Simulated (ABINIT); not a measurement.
# Ti (P6_3/mmc) in ABINIT: notebook

Aim: see how the results for Ti move with the level of theory and the settings. Levels: BLYP, LDA, HCTH407. Tasks: band structure, equation of state.

Program: ABINIT 10.8.3 (patched build). These are calculated values, not measurements. Logs are shortened: lines on timing, memory, paths and dates and some standing lists are left out, and cuts for length are marked. The log counts tension as positive stress, the text compression.

## Step 1: The crystal as given

The structure is hexagonal, space group P6_3/mmc (No. 194). The conventional cell has a = 2.950 Å, b = 2.950 Å, c = 4.680 Å, α = 90.00°, β = 90.00°, γ = 120.00°. Around Ti (site symmetry -6m2) lie 12 Ti at 2.89 to 2.95 Å.

## Step 2: Band structure, BLYP

run.abi reads:

```
# Datasets: ground state, then fixed potential
ndtset 2

# Pseudopotentials
pp_dirpath "./"
pseudos "Ti.GGA_PBE-JTH.xml"

# Structure
acell 2.95 2.95 4.68 Angstrom
rprim
     1.0000000000     0.0000000000     0.0000000000
    -0.5000000000     0.8660254038     0.0000000000
     0.0000000000     0.0000000000     1.0000000000
ntypat 1
znucl 22
natom 2
typat 1 1
xred
     0.6666666667     0.3333333333     0.7500000000
     0.3333333333     0.6666666667     0.2500000000

# Plane-wave basis
ecut 15.0
pawecutdg 30.0

# Exchange and correlation
ixc -106131

# Bands and occupations
occopt 3
tsmear 0.00183747

# SCF cycle
nstep 100

# Output
iomode 3
prtwf 0
prteig 0
prtebands 0
prtden1 1

# Dataset 1
kptopt1 1
ngkpt1 10 10 6
nshiftk1 1
shiftk1 0.0 0.0 0.0
nband1 16
tolvrs1 1.0e-9

# Dataset 2: bands along G-M-K-G-A-L-H-A
iscf2 -2
getden2 1
nband2 20
nbdbuf2 2
tolwfr2 1.0e-12
kptopt2 -7
ndivsm2 6
prteig2 1
kptbounds2
     0.0000000000     0.0000000000     0.0000000000
     0.5000000000     0.0000000000     0.0000000000
     0.3333333333     0.3333333333     0.0000000000
     0.0000000000     0.0000000000     0.0000000000
     0.0000000000     0.0000000000     0.5000000000
     0.5000000000     0.0000000000     0.5000000000
     0.3333333333     0.3333333333     0.5000000000
     0.0000000000     0.0000000000     0.5000000000
```

Potentials or basis: JTH PAW PBE v2.0.

Command:

```console
$ abinit run.abi > log 2>&1
```

run.abo:

```text
.Version 10.8.3 of ABINIT
 DATASET    1 : space group P6_3/m m c (#194); Bravais hP (primitive hexag.)
================================================================================
 Values of the parameters that define the memory need for DATASET  1.
     intxc =       0    ionmov =       0      iscf =      17    lmnmax =      18
     lnmax =       6     mgfft =      32  mpssoang =       3    mqgrid =    3001
     natom =       2  nloc_mem =       2    nspden =       1   nspinor =       1
    nsppol =       1      nsym =      24    n1xccc =       1    ntypat =       1
    occopt =       3   xclevel =       2
       mpw =         679          nfft =       12800          nkpt =          56
 PAW method is used; the additional fine FFT grid is defined by:
   mgfftf=        45    nfftf =     40500
================================================================================
================================================================================

 DATASET    2 : space group P6_3/m m c (#194); Bravais hP (primitive hexag.)
================================================================================
 Values of the parameters that define the memory need for DATASET  2.
     intxc =       0    ionmov =       0      iscf =      -2    lmnmax =      18
     lnmax =       6     mgfft =      32  mpssoang =       3    mqgrid =    3001
     natom =       2  nloc_mem =       2    nspden =       1   nspinor =       1
    nsppol =       1      nsym =      24    n1xccc =       1    ntypat =       1
    occopt =       3   xclevel =       2
       mpw =         687          nfft =       12800          nkpt =          67
 PAW method is used; the additional fine FFT grid is defined by:
   mgfftf=        45    nfftf =     40500
================================================================================
================================================================================

--------------------------------------------------------------------------------
------------- Echo of variables that govern the present computation ------------
--------------------------------------------------------------------------------
 -outvars: echo values of preprocessed input variables --------
            acell      5.5746920714E+00  5.5746920714E+00  8.8439182692E+00 Bohr
              amu      4.78800000E+01
             ecut      1.50000000E+01 Hartree
           getden1          0
           getden2          1
             iscf1         17
             iscf2         -2
                       outvar_i_n : Printing only first  50 k-points.
              ixc     -106131
           jdtset        1    2
                       outvar_i_n : Printing only first  50 k-points.
           kptopt1          1
           kptopt2         -7
         kptrlatt       10    0    0      0   10    0      0    0    6
          kptrlen1     5.30635096E+01
          kptrlen2     3.00000000E+01
            natom           2
            nband1         16
            nband2         20
           nbdbuf1          0
           nbdbuf2          2
           ndtset           2
           ndivsm1          0
           ndivsm2          6
            ngfft          20      20      32
          ngfftdg          30      30      45
             nkpt1         56
             nkpt2         67
            nstep         100
             nsym          24
           ntypat           1
                       prtocc : prtvol=0, do not print more k-points.
           occopt           3
        pawecutdg      3.00000000E+01 Hartree
         pawxcdev           0
        prtebands           0
           prteig1          0
           prteig2          1
            prtwf           0
            rprim      1.0000000000E+00  0.0000000000E+00  0.0000000000E+00
[... 234 lines left out ...]

 Coarse grid specifications (used for wave-functions):

 getcut: wavevector=  0.0000  0.0000  0.0000  ngfft=  20  20  32
         ecut(hartree)=     15.000   => boxcut(ratio)=   2.05778

 Fine grid specifications (used for densities):

 getcut: wavevector=  0.0000  0.0000  0.0000  ngfft=  30  30  45
         ecut(hartree)=     30.000   => boxcut(ratio)=   2.01782
--------------------------------------------------------------------------------

================================================================================
 Non-SCF case, kpt    1 (  0.00000  0.00000  0.00000), residuals and eigenvalues=
  3.00E-13  7.68E-13  1.81E-13  9.09E-13  1.26E-13  1.86E-13  6.50E-13  9.24E-13
  5.90E-13  8.99E-13  1.92E-13  1.80E-13  2.06E-13  8.54E-13  6.27E-13  5.22E-13
  3.73E-13  8.62E-14  2.45E-13  3.25E-13
 -1.7918E+00 -1.7870E+00 -9.3443E-01 -9.1178E-01 -9.1178E-01 -9.0966E-01
 -9.0826E-01 -9.0826E-01  7.3259E-02  1.9736E-01  3.2018E-01  3.2018E-01
  3.2335E-01  3.2799E-01  3.3769E-01  3.3769E-01  3.5084E-01  3.5084E-01
  4.0521E-01  4.0521E-01
 Non-SCF case, kpt    2 (  0.04545  0.00000  0.00000), residuals and eigenvalues=
  4.92E-13  6.45E-13  4.52E-13  2.26E-13  7.46E-13  3.12E-13  8.16E-13  7.89E-13
  5.33E-14  4.88E-13  8.42E-13  6.17E-13  9.72E-13  2.74E-13  7.61E-13  4.89E-13
[... 511 lines left out ...]
  1.59E-13  4.88E-14  3.47E-13  4.67E-13  5.40E-13  4.60E-13  9.00E-13  1.03E-13
  6.97E-13  9.92E-13  9.96E-13  2.44E-13
 -1.7893E+00 -1.7893E+00 -9.2233E-01 -9.2233E-01 -9.1025E-01 -9.1025E-01
 -9.1010E-01 -9.1010E-01  1.4222E-01  1.4222E-01  2.9459E-01  2.9460E-01
  3.1672E-01  3.1672E-01  3.1799E-01  3.1799E-01  3.9219E-01  3.9219E-01
  3.9291E-01  3.9291E-01
 Non-SCF case, kpt   67 (  0.00000  0.00000  0.50000), residuals and eigenvalues=
  1.78E-13  6.20E-13  1.32E-13  5.01E-13  4.96E-13  3.93E-13  6.63E-13  8.89E-13
  1.33E-13  3.41E-13  3.03E-13  5.19E-14  7.27E-13  6.91E-13  1.47E-13  3.22E-13
  9.92E-14  6.82E-13  3.13E-13  1.55E-13
 -1.7894E+00 -1.7894E+00 -9.2229E-01 -9.2229E-01 -9.1002E-01 -9.1002E-01
 -9.1002E-01 -9.1002E-01  1.4048E-01  1.4048E-01  2.9605E-01  2.9605E-01
  3.1689E-01  3.1689E-01  3.1689E-01  3.1689E-01  3.9238E-01  3.9238E-01
  3.9238E-01  3.9238E-01

--- !ResultsGS
iteration_state: {dtset: 2, }
comment   : Summary of ground state results
lattice_vectors:
- [  5.5746921,   0.0000000,   0.0000000, ]
- [ -2.7873460,   4.8278250,   0.0000000, ]
- [  0.0000000,   0.0000000,   8.8439183, ]
lattice_lengths: [   5.57469,    5.57469,    8.84392, ]
lattice_angles: [ 90.000,  90.000, 120.000, ] # degrees, (23, 13, 12)
lattice_volume:   2.3802201E+02
convergence: {deltae:  0.000E+00, res2:  0.000E+00, residm:  9.975E-13, diffor:  0.000E+00, }
etotal    :  -1.17239126E+02
entropy   :   0.00000000E+00
fermie    :   2.93764493E-01
cartesian_stress_tensor: null
pressure_GPa: null
xred      :
- [  6.6667E-01,   3.3333E-01,   7.5000E-01, Ti]
- [  3.3333E-01,   6.6667E-01,   2.5000E-01, Ti]
cartesian_forces: null
force_length_stats: {min: null, max: null, mean: null, }
...

 Integrated electronic density in atomic spheres:
 ------------------------------------------------
 Atom  Sphere_radius  Integrated_density
    1        2.30803         10.19031532
    2        2.30803         10.19031532

================================================================================

 ----iterations are completed or convergence reached----

 Mean square residual over all n,k,spin=   43.931E-14; max=  99.746E-14
 reduced coordinates (array xred) for    2 atoms
       0.666666666667      0.333333333333      0.750000000000
       0.333333333333      0.666666666667      0.250000000000

 cartesian coordinates (angstrom) at end:
    1      1.47500000000000     0.85159164707000     3.51000000000000
    2      0.00000000000000     1.70318329414000     1.17000000000000
 length scales=  5.574692071428  5.574692071428  8.843918269248 bohr
              =  2.950000000000  2.950000000000  4.680000000000 angstroms
 Eigenvalues (hartree) for nkpt=  67  k points:
 kpt#   1, nband= 20, wtk=  1.00000, kpt=  0.0000  0.0000  0.0000 (reduced coord)
  -1.79176   -1.78698   -0.93443   -0.91178   -0.91178   -0.90966   -0.90826   -0.90826
   0.07326    0.19736    0.32018    0.32018    0.32335    0.32799    0.33769    0.33769
   0.35084    0.35084    0.40521    0.40521
 kpt#   2, nband= 20, wtk=  1.00000, kpt=  0.0455  0.0000  0.0000 (reduced coord)
  -1.79169   -1.78696   -0.93427   -0.91211   -0.91189   -0.90972   -0.90860   -0.90830
   0.07539    0.19904    0.31500    0.32165    0.32302    0.32771    0.33664    0.33901
   0.34938    0.34966    0.40585    0.41237
 kpt#   3, nband= 20, wtk=  1.00000, kpt=  0.0909  0.0000  0.0000 (reduced coord)
  -1.79147   -1.78687   -0.93380   -0.91308   -0.91221   -0.90993   -0.90961   -0.90843
   0.08169    0.20388    0.30736    0.31102    0.32603    0.33196    0.33494    0.34289
   0.34639    0.34640    0.40754    0.42956
 kpt#   4, nband= 20, wtk=  1.00000, kpt=  0.1364  0.0000  0.0000 (reduced coord)
  -1.79114   -1.78674   -0.93304   -0.91461   -0.91271   -0.91117   -0.91027   -0.90864
   0.09192    0.21126    0.29655    0.29868    0.32846    0.33314    0.34031    0.34166
   0.34272    0.34916    0.40979    0.45160
 kpt#   5, nband= 20, wtk=  1.00000, kpt=  0.1818  0.0000  0.0000 (reduced coord)
[... 237 lines left out ...]
   0.15539    0.15539    0.28598    0.28598    0.31352    0.31352    0.32641    0.32641
   0.39099    0.39099    0.39736    0.39736
 kpt#  65, nband= 20, wtk=  1.00000, kpt=  0.0513  0.0513  0.5000 (reduced coord)
  -1.78920   -1.78919   -0.92247   -0.92247   -0.91090   -0.91090   -0.91032   -0.91032
   0.14732    0.14732    0.29084    0.29084    0.31578    0.31578    0.32124    0.32124
   0.39166    0.39166    0.39455    0.39455
 kpt#  66, nband= 20, wtk=  1.00000, kpt=  0.0256  0.0256  0.5000 (reduced coord)
  -1.78934   -1.78934   -0.92233   -0.92233   -0.91025   -0.91025   -0.91010   -0.91010
   0.14222    0.14222    0.29459    0.29460    0.31672    0.31672    0.31799    0.31799
   0.39219    0.39219    0.39291    0.39291
 kpt#  67, nband= 20, wtk=  1.00000, kpt=  0.0000  0.0000  0.5000 (reduced coord)
  -1.78939   -1.78939   -0.92229   -0.92229   -0.91002   -0.91002   -0.91002   -0.91002
   0.14048    0.14048    0.29605    0.29605    0.31689    0.31689    0.31689    0.31689
   0.39238    0.39238    0.39238    0.39238

== END DATASET(S) ==============================================================
================================================================================

 -outvars: echo values of variables after computation  --------
            acell      5.5746920714E+00  5.5746920714E+00  8.8439182692E+00 Bohr
           etotal1    -1.1723912571E+02
            fcart1    -4.8301236887E-29 -5.5773464237E-29  5.1080402538E-22
                       4.8301236887E-29  5.5773464237E-29 -5.1080402538E-22
            rprim      1.0000000000E+00  0.0000000000E+00  0.0000000000E+00
                      -5.0000000000E-01  8.6602540380E-01  0.0000000000E+00
                       0.0000000000E+00  0.0000000000E+00  1.0000000000E+00
           strten1    -5.0504543091E-05 -5.0504543866E-05 -2.9762113512E-05
                       0.0000000000E+00  0.0000000000E+00  0.0000000000E+00
           xangst      1.4750000000E+00  8.5159164707E-01  3.5100000000E+00
                       9.5680578601E-18  1.7031832941E+00  1.1700000000E+00
             xred      6.6666666667E-01  3.3333333333E-01  7.5000000000E-01
                       3.3333333333E-01  6.6666666667E-01  2.5000000000E-01
 Calculation completed.
```

Run time: 28 s. Hardware: 1 thread of Arm Neoverse V2, shared host; peak memory 0.11 GiB.

What came out:

| Quantity | Value |
| --- | --- |
| Free energy | -3190.2391 eV |
| Pressure | 1.3 GPa |
| Band gap on the k mesh | none (metal or under the smearing width) |
| Valence electrons inside the program's atomic spheres | Ti 10.19 (radii [1.2214] Å) |

Levels at the corners of the path, in eV from the Fermi level:
| point | band 9 | band 10 | band 11 | band 12 | band 13 | band 14 | band 15 | band 16 |
| --- | --- | --- | --- | --- | --- | --- | --- | --- |
| Γ | -6.00 | -2.62 | 0.72 | 0.72 | 0.80 | 0.93 | 1.20 | 1.20 |
| M | -2.27 | -2.09 | -1.78 | -0.50 | 0.45 | 0.62 | 1.13 | 3.21 |
| K | -1.63 | -1.34 | -1.34 | -1.17 | 0.22 | 0.22 | 1.46 | 2.92 |
| Γ | -6.00 | -2.62 | 0.72 | 0.72 | 0.80 | 0.93 | 1.20 | 1.20 |
| A | -4.17 | -4.17 | 0.06 | 0.06 | 0.63 | 0.63 | 0.63 | 0.63 |
| L | -2.45 | -2.45 | -0.81 | -0.81 | 1.42 | 1.42 | 1.66 | 1.66 |
| H | -1.15 | -1.15 | -1.05 | -1.05 | -0.20 | -0.20 | 1.61 | 1.61 |
| A | -4.17 | -4.17 | 0.06 | 0.06 | 0.63 | 0.63 | 0.63 | 0.63 |

Caveat: the PAW data sets were made with another functional, which shifts forces and pressure a little.

## Step 3: Band structure, LDA

Edit run.abi of step 2 so:

```diff
@@ -5,10 +5,10 @@
 pp_dirpath "./"
-pseudos "Ti.GGA_PBE-JTH.xml"
+pseudos "Ti.hgh"
 
 # Structure
-acell 2.95 2.95 4.68 Angstrom
+acell 3*1.0 Angstrom
 rprim
-     1.0000000000     0.0000000000     0.0000000000
-    -0.5000000000     0.8660254038     0.0000000000
-     0.0000000000     0.0000000000     1.0000000000
+     2.9500000000     0.0000000000     0.0000000000
+    -1.4750000000     2.5547749412     0.0000000000
+     0.0000000000     0.0000000000     4.6800000000
 ntypat 1
@@ -22,7 +22,6 @@
 # Plane-wave basis
-ecut 15.0
-pawecutdg 30.0
+ecut 22.0
 
 # Exchange and correlation
-ixc -106131
+ixc 7
 
@@ -40,2 +39,3 @@
 prtebands 0
+enunit 1
 prtden1 1
@@ -47,4 +47,4 @@
 shiftk1 0.0 0.0 0.0
-nband1 16
-tolvrs1 1.0e-9
+nband1 8
+tolvrs1 1.0e-10
 
@@ -53,3 +53,3 @@
 getden2 1
-nband2 20
+nband2 12
 nbdbuf2 2
@@ -57,4 +57,5 @@
 kptopt2 -7
-ndivsm2 6
+ndivsm2 8
 prteig2 1
+prtvol2 -3
 kptbounds2
```

Potentials or basis: HGH LDA.

Command:

```console
$ abinit run.abi > log 2>&1
```

run.abo:

```text
.Version 10.8.3 of ABINIT
 DATASET    1 : space group P6_3/m m c (#194); Bravais hP (primitive hexag.)
================================================================================
 Values of the parameters that define the memory need for DATASET  1.
     intxc =       0    ionmov =       0      iscf =       7    lmnmax =       6
     lnmax =       6     mgfft =      40  mpssoang =       3    mqgrid =    3001
     natom =       2  nloc_mem =       1    nspden =       1   nspinor =       1
    nsppol =       1      nsym =      24    n1xccc =       0    ntypat =       1
    occopt =       3   xclevel =       1
       mpw =        1184          nfft =       23040          nkpt =          56
================================================================================
================================================================================

 DATASET    2 : space group P6_3/m m c (#194); Bravais hP (primitive hexag.)
================================================================================
[... 1029 lines left out ...]
 kpt#  89, nband= 12, wtk=  1.00000, kpt=  0.0000  0.0000  0.5000 (reduced coord)
   0.39847    0.39847    4.93208    4.93208    5.62387    5.62387    5.62387    5.62387
   7.82828    7.82828    7.82828    7.82828

== END DATASET(S) ==============================================================
================================================================================

 -outvars: echo values of variables after computation  --------
            acell      1.8897261259E+00  1.8897261259E+00  1.8897261259E+00 Bohr
           etotal1    -7.0455591947E+00
            fcart1    -3.0188273055E-30  5.2287622722E-30 -0.0000000000E+00
                       3.0188273055E-30 -5.2287622722E-30 -0.0000000000E+00
            rprim      2.9500000000E+00  0.0000000000E+00  0.0000000000E+00
                      -1.4750000000E+00  2.5547749412E+00  0.0000000000E+00
                       0.0000000000E+00  0.0000000000E+00  4.6800000000E+00
           strten1     1.3606248496E-03  1.3606248494E-03  1.3359644787E-03
                       0.0000000000E+00  0.0000000000E+00  0.0000000000E+00
           xangst      1.4750000000E+00  8.5159164707E-01  3.5100000000E+00
                       9.5680578601E-18  1.7031832941E+00  1.1700000000E+00
             xred      6.6666666667E-01  3.3333333333E-01  7.5000000000E-01
                       3.3333333333E-01  6.6666666667E-01  2.5000000000E-01
 Calculation completed.
```

Run time: 35 s. Hardware: 1 thread of Arm Neoverse V2, shared host; peak memory 0.1 GiB.

What came out:

- Free energy: -191.7194 eV
- Band gap on the k mesh: none (metal or under the smearing width)
- Valence electrons inside the program's atomic spheres: Ti 1.73 (radii [1.0584] Å)

Levels at the corners of the path, in eV from the Fermi level:
| point | band 2 | band 3 | band 4 | band 5 | band 6 | band 7 |
| --- | --- | --- | --- | --- | --- | --- |
| Γ | -2.66 | 0.55 | 0.82 | 0.83 | 0.83 | 1.29 |
| M | -2.09 | -1.71 | -0.80 | 0.63 | 0.69 | 1.10 |
| K | -1.46 | -1.46 | -1.35 | 0.30 | 0.30 | 1.47 |
| Γ | -2.66 | 0.55 | 0.82 | 0.83 | 0.83 | 1.29 |
| A | -4.53 | 0.00 | 0.00 | 0.69 | 0.69 | 0.69 |
| L | -2.47 | -0.78 | -0.78 | 1.17 | 1.17 | 1.87 |
| H | -1.19 | -1.00 | -1.00 | -0.27 | -0.27 | 1.81 |
| A | -4.53 | 0.00 | 0.00 | 0.69 | 0.69 | 0.69 |

Caveat: the cutoff is too short for stress, so the log's stress isn't used; HGH potentials are hard and often keep d shells in the core, so these values are rough.

## Step 4: Equation of state, HCTH407

run.abi reads:

```
# Datasets: one volume each
ndtset 7
getwfk -1
scalecart1 3*0.9795861087
scalecart2 3*0.9864848297
scalecart3 3*0.9932883884
scalecart4 3*1.0000000000
scalecart5 3*1.0066227096
scalecart6 3*1.0131594038
scalecart7 3*1.0196128224

# Pseudopotentials
pp_dirpath "./"
pseudos "Ti.GGA_PBE-JTH.xml"

# Structure
acell 5.5746920676 5.5746920677 8.8439182632
rprim
     1.0000000000     0.0000000000     0.0000000000
    -0.5000000000     0.8660254038     0.0000000000
     0.0000000000     0.0000000000     1.0000000000
ntypat 1
znucl 22
natom 2
typat 1 1
xred
     0.6666666667     0.3333333333     0.7500000000
     0.3333333333     0.6666666667     0.2500000000

# Plane-wave basis
ecut 15.0
pawecutdg 30.0

# k points
kptopt 1
ngkpt 10 10 6
nshiftk 1
shiftk 0.0 0.0 0.0

# Exchange and correlation
ixc 27

# Bands and occupations
nband 16
occopt 3
tsmear 0.05 eV

# SCF cycle
nstep 100
tolvrs 1.0e-9

# Output
iomode 3
prtwf 1
prtden 0
prteig 0
prtebands 0
enunit 2
```

Potentials or basis: JTH PAW PBE v2.0.

Command:

```console
$ abinit run.abi > log 2>&1
```

It took 2.1 min on 1 thread of Arm Neoverse V2, shared host; peak memory 0.14 GiB.

Results (log left out):

```
Equilibrium volume                        : 17.30 Å³/atom (rough: see the caveat)
Bulk modulus at fixed shape and positions : 109 GPa (rough)
```

Energy against volume, from the lowest point:
| volume (Å³/atom) | energy (meV/atom) |
| --- | --- |
| 16.577 | 10.36 |
| 16.930 | 2.84 |
| 17.283 | 0.00 |
| 17.636 | 1.43 |
| 17.988 | 9.01 |
| 18.341 | 20.34 |
| 18.694 | 35.38 |

Caveat: pressures at fixed basis lie under the slope of the energies; the fit is doubtful: noisy points or a state that changes with volume; the cell was scaled at fixed shape and fractional positions, which overstates the stiffness of a crystal with free parameters, most of all of layers and chains; the PAW data sets were made with another functional, which shifts forces and pressure a little.
